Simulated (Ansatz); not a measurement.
Eigenvalues along a path: PbI₂

```yaml
crystal:
  lattice:
    - [4.17427, 0.00000, 0.00000]
    - [-2.08714, 3.61503, 0.00000]
    - [0.00000, 0.00000, 6.64610]
  atoms:
    - { symbol: Pb, position: [0.00000, 0.00000, 0.00000] }
    - { symbol: I, position: [0.66667, 0.33333, 0.70189] }
    - { symbol: I, position: [0.33333, 0.66667, 0.29811] }
```

The base volume is that of a database entry, with shape and atoms relaxed on PAW files at held volume, so it needn't be at zero pressure; the structure needn't be the stable phase, at rest or compressed.

Computed with Ansatz 0.2.0; functional PBE, scalar-relativistic. Settings: a Γ-centred 7×7×4 k mesh, Fermi–Dirac smearing of 0.03 eV, no spin polarisation. Methods: LAPW: all electrons, basis error target 1 meV/atom.

This run: volume at 0.75 of the series' base cell.

Spin–orbit coupling is left out, which matters for the heavy atoms.

Path points, in fractions of the reciprocal vectors: Γ (0.000, 0.000, 0.000), M (0.500, 0.000, 0.000), K (0.333, 0.333, 0.000), A (0.000, 0.000, 0.500), L (0.500, 0.000, 0.500), H (0.333, 0.333, 0.500). Levels in eV from the valence-band top; bands 30 to 50, counted from the lowest band of the run. The gap is 1.42 eV, the pressure 8.30 GPa.

```
# k(1/Å) point b30 b31 b32 b33 b34 b35 b36 b37 b38 b39 b40 b41 b42 b43 b44 b45 b46 b47 b48 b49 b50
0.000 Γ -17.09 -17.09 -17.06 -17.04 -17.04 -14.08 -12.79 -8.61 -2.10 -1.92 -1.92 -1.92 -1.70 -1.70 2.28 2.99 2.99 5.94 6.48 6.72 7.48
0.145 - -17.10 -17.09 -17.06 -17.05 -17.04 -14.03 -12.77 -8.58 -2.81 -2.46 -2.15 -1.58 -1.57 -1.14 2.42 2.65 2.98 5.88 6.01 7.14 7.17
0.290 - -17.11 -17.08 -17.06 -17.05 -17.04 -13.89 -12.69 -8.51 -3.66 -3.07 -2.49 -1.48 -1.46 -0.84 2.19 2.70 2.94 5.13 6.00 7.28 7.31
0.435 - -17.13 -17.07 -17.06 -17.04 -17.04 -13.67 -12.60 -8.45 -4.31 -3.66 -2.82 -1.78 -1.47 -0.89 2.03 2.83 2.98 4.41 6.42 7.64 7.77
0.579 - -17.15 -17.07 -17.07 -17.03 -17.03 -13.40 -12.54 -8.44 -4.63 -4.15 -3.09 -2.51 -1.51 -0.91 1.94 2.67 3.31 3.84 7.18 7.90 8.61
0.724 - -17.16 -17.07 -17.07 -17.03 -17.02 -13.14 -12.54 -8.49 -4.57 -4.48 -3.30 -3.26 -1.55 -0.91 1.83 2.56 3.47 3.67 7.79 8.31 9.10
0.869 M -17.17 -17.07 -17.07 -17.02 -17.02 -13.01 -12.57 -8.53 -4.59 -4.34 -3.77 -3.32 -1.57 -0.91 1.78 2.51 3.36 3.79 8.04 8.48 8.73
0.953 - -17.17 -17.07 -17.07 -17.03 -17.02 -13.00 -12.57 -8.53 -4.57 -4.32 -3.78 -3.33 -1.71 -1.01 1.94 2.60 3.46 3.81 8.00 8.52 8.81
1.036 - -17.16 -17.08 -17.07 -17.03 -17.02 -12.97 -12.57 -8.55 -4.49 -4.25 -3.80 -3.36 -2.07 -1.29 2.31 2.81 3.77 3.85 7.87 8.63 8.98
1.120 - -17.15 -17.09 -17.07 -17.03 -17.02 -12.91 -12.57 -8.58 -4.37 -4.14 -3.83 -3.36 -2.52 -1.67 2.74 3.05 3.94 4.26 7.62 8.64 8.87
1.204 - -17.14 -17.10 -17.06 -17.04 -17.02 -12.84 -12.59 -8.61 -4.21 -3.99 -3.87 -3.34 -2.98 -2.07 3.09 3.24 4.09 4.91 7.28 8.08 8.91
1.287 - -17.13 -17.11 -17.05 -17.04 -17.02 -12.77 -12.63 -8.64 -4.01 -3.87 -3.80 -3.41 -3.38 -2.37 3.28 3.35 4.26 5.63 6.94 7.53 8.81
1.371 K -17.12 -17.12 -17.05 -17.05 -17.03 -12.69 -12.69 -8.65 -3.81 -3.81 -3.75 -3.56 -3.56 -2.48 3.36 3.36 4.33 6.03 7.02 7.02 8.78
1.538 - -17.14 -17.10 -17.06 -17.04 -17.02 -12.90 -12.56 -8.60 -4.28 -4.13 -3.51 -3.27 -2.98 -2.24 3.14 3.32 4.07 5.56 6.10 8.20 8.99
1.705 - -17.14 -17.09 -17.06 -17.04 -17.02 -13.21 -12.52 -8.49 -4.48 -4.38 -3.03 -2.76 -2.31 -1.77 2.73 3.12 3.64 5.20 5.39 8.26 8.88
1.873 - -17.13 -17.08 -17.06 -17.05 -17.03 -13.54 -12.56 -8.44 -4.38 -4.09 -2.54 -2.31 -1.70 -1.21 2.31 2.87 3.31 5.06 5.19 7.81 8.32
2.040 - -17.11 -17.08 -17.06 -17.05 -17.04 -13.82 -12.66 -8.49 -3.80 -3.46 -2.18 -1.99 -1.36 -0.81 2.14 2.75 3.02 5.24 5.54 7.36 7.40
2.207 - -17.10 -17.09 -17.06 -17.05 -17.04 -14.01 -12.76 -8.57 -2.91 -2.66 -2.00 -1.82 -1.41 -1.05 2.46 2.57 2.98 5.84 5.93 7.16 7.19
2.374 Γ -17.09 -17.09 -17.06 -17.04 -17.04 -14.08 -12.79 -8.61 -2.10 -1.92 -1.92 -1.92 -1.70 -1.70 2.28 2.99 2.99 5.94 6.48 6.72 7.48
2.453 - -17.09 -17.09 -17.06 -17.04 -17.04 -14.06 -12.83 -8.56 -2.51 -1.95 -1.95 -1.67 -1.67 -1.52 2.26 2.96 2.96 5.71 6.51 7.04 7.25
2.532 - -17.09 -17.09 -17.06 -17.04 -17.04 -14.01 -12.92 -8.43 -2.98 -2.01 -2.01 -1.60 -1.60 -1.08 2.19 2.89 2.89 5.35 6.68 6.98 6.98
2.611 - -17.09 -17.09 -17.06 -17.04 -17.04 -13.94 -13.05 -8.25 -3.42 -2.06 -2.06 -1.52 -1.52 -0.67 2.09 2.79 2.79 5.03 6.75 6.75 6.97
2.689 - -17.09 -17.09 -17.06 -17.04 -17.04 -13.83 -13.21 -8.05 -3.80 -2.10 -2.10 -1.46 -1.46 -0.33 1.96 2.70 2.70 4.79 6.59 6.59 7.31
2.768 - -17.09 -17.09 -17.06 -17.04 -17.04 -13.70 -13.38 -7.90 -4.05 -2.12 -2.12 -1.41 -1.41 -0.09 1.85 2.63 2.63 4.65 6.49 6.49 7.62
2.847 A -17.09 -17.09 -17.06 -17.04 -17.04 -13.58 -13.52 -7.84 -4.14 -2.13 -2.13 -1.40 -1.40 0.00 1.80 2.61 2.61 4.61 6.46 6.46 7.70
2.992 - -17.10 -17.09 -17.06 -17.05 -17.04 -13.53 -13.48 -7.88 -4.09 -2.22 -2.17 -1.83 -1.50 -0.30 2.13 2.72 2.88 4.79 5.96 6.63 7.95
3.137 - -17.11 -17.08 -17.06 -17.05 -17.04 -13.41 -13.35 -8.00 -3.98 -2.74 -2.39 -2.29 -1.76 -0.86 2.63 2.99 3.28 4.99 5.72 7.13 7.73
3.281 - -17.13 -17.07 -17.06 -17.04 -17.04 -13.23 -13.17 -8.19 -4.04 -3.47 -2.48 -2.43 -2.06 -1.43 2.70 3.25 3.31 4.72 6.49 7.20 7.78
3.426 - -17.15 -17.07 -17.07 -17.03 -17.03 -13.03 -12.97 -8.41 -4.71 -3.46 -2.56 -2.48 -2.33 -1.85 2.23 3.17 3.40 4.57 6.36 7.83 8.20
3.571 - -17.17 -17.07 -17.07 -17.03 -17.02 -12.87 -12.81 -8.59 -5.25 -3.28 -2.68 -2.65 -2.51 -1.86 1.67 3.03 3.47 4.54 5.88 8.24 8.44
3.716 L -17.17 -17.08 -17.07 -17.02 -17.02 -12.81 -12.75 -8.66 -5.45 -3.05 -2.96 -2.68 -2.57 -1.77 1.42 2.97 3.48 4.55 5.70 8.24 8.43
3.800 - -17.17 -17.07 -17.07 -17.03 -17.02 -12.80 -12.75 -8.66 -5.43 -3.31 -3.24 -2.42 -2.36 -1.73 1.44 3.02 3.32 4.68 5.62 8.38 8.60
3.883 - -17.16 -17.08 -17.07 -17.03 -17.02 -12.78 -12.73 -8.64 -5.37 -3.76 -3.56 -2.20 -2.05 -1.60 1.48 2.95 3.10 5.01 5.49 8.73 8.87
3.967 - -17.16 -17.09 -17.07 -17.03 -17.02 -12.75 -12.71 -8.62 -5.27 -4.17 -3.91 -2.00 -1.89 -1.35 1.53 2.52 3.12 5.50 5.54 8.51 8.93
4.050 - -17.15 -17.10 -17.06 -17.04 -17.02 -12.72 -12.69 -8.60 -5.14 -4.51 -4.22 -1.84 -1.80 -1.11 1.60 2.12 3.04 5.84 6.13 8.04 8.58
4.134 - -17.13 -17.11 -17.05 -17.04 -17.02 -12.69 -12.67 -8.59 -4.98 -4.75 -4.48 -1.74 -1.74 -0.96 1.65 1.82 2.94 6.25 6.85 7.64 8.16
4.218 H -17.12 -17.12 -17.05 -17.05 -17.02 -12.67 -12.67 -8.58 -4.86 -4.86 -4.61 -1.71 -1.71 -0.91 1.69 1.69 2.89 6.46 7.39 7.39 7.95
4.385 - -17.14 -17.10 -17.06 -17.04 -17.02 -12.74 -12.70 -8.57 -4.88 -4.71 -4.27 -1.88 -1.84 -0.95 1.87 1.88 3.02 6.05 6.93 7.09 7.46
4.552 - -17.14 -17.09 -17.06 -17.04 -17.02 -12.91 -12.85 -8.47 -4.63 -4.14 -3.83 -2.23 -2.17 -0.91 2.23 2.39 3.24 5.55 6.67 6.75 6.95
4.719 - -17.13 -17.08 -17.06 -17.05 -17.03 -13.13 -13.08 -8.27 -4.11 -3.50 -3.28 -2.43 -2.39 -0.82 2.49 2.92 3.47 5.23 5.98 7.13 7.15
4.887 - -17.11 -17.08 -17.06 -17.05 -17.04 -13.36 -13.30 -8.05 -3.94 -2.88 -2.47 -2.34 -2.23 -0.70 2.47 3.19 3.40 5.30 5.37 7.34 7.67
5.054 - -17.10 -17.09 -17.06 -17.05 -17.04 -13.52 -13.46 -7.90 -4.08 -2.24 -2.19 -1.93 -1.57 -0.35 2.18 2.82 2.92 4.85 5.85 6.70 7.96
5.221 A -17.09 -17.09 -17.06 -17.04 -17.04 -13.58 -13.52 -7.84 -4.14 -2.13 -2.13 -1.40 -1.40 0.00 1.80 2.61 2.61 4.61 6.46 6.46 7.70
```
